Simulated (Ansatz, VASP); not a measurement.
## Al2Cu: VASP beside Ansatz

The input INCAR:

```
  ALGO = Normal
  EDIFF = 1E-6
  ENCUT = 520
  ISIF = 2
  ISMEAR = -1
  LASPH = True
  LCHARG = True
  LELF = True
  LREAL = False
  LVHAR = True
  LWAVE = False
  NBANDS = 16
  NELM = 100
  PREC = Accurate
  SIGMA = 0.05
```

KPOINTS

```
k-points
0
Gamma
  7 7 9
```

The input POSCAR:

```
Al2Cu
1.0
    4.1592037477      0.0000000000      0.0000000000
    0.0000000000      4.1592037477      0.0000000000
    0.0000000000      0.0000000000      2.9293609553
Cu Al
1 2
Direct
    0.0000000000      0.0000000000      0.0000000000
    0.0000000000      0.5000000000      0.5000000000
    0.5000000000      0.0000000000      0.5000000000
```

Contents of input.yaml:

```yaml
crystal:
  lattice:
    - [4.1592037477, 0.0, 0.0]
    - [0.0, 4.1592037477, 0.0]
    - [0.0, 0.0, 2.9293609553]
  atoms:
    - { symbol: Cu, position: [0.0, 0.0, 0.0] }
    - { symbol: Al, position: [0.0, 0.5, 0.5] }
    - { symbol: Al, position: [0.5, 0.0, 0.5] }
kpoints:
  mp_grid: { grid: [7, 7, 9] }
scf:
  occupations: { method: fermi_dirac, width: 0.05 }
hamiltonian:
  xc: lda
  pseudopotentials: { kind: all_electron, lapw: { basis_error: 0.002 } }
output:
  forces: true
  stress: true
  eigenvalues: true
```

Change from the starting cell: volume scaled by 1.04.

Alike in both runs: task single point; functional LDA; k mesh 7 × 7 × 9; occupations fermi-dirac, width 0.05 eV; no spin polarisation.

|  | VASP | Ansatz |
| --- | --- | --- |
| version | VASP 6.6.1 | Ansatz 0.2.0 |
| potentials or method | VASP PAW LDA potentials, release 64 (Cu, Al) | all-electron LAPW, scalar-relativistic |
| plane-wave cutoff (eV) | 520 | see its input |

```tsv
	VASP	Ansatz	Ansatz less VASP
gap on the k mesh at the Fermi level (eV)	none	none	-
pressure (GPa)	-7.7	-7.9	-0.19
largest component of the traceless stress (GPa)	0.75	0.74	-0.010
```

A gap of «none» marks a metal or a gap that the smearing closes. Ansatz ran all-electron here, so the differences hold the error of VASP's frozen core and of both bases.
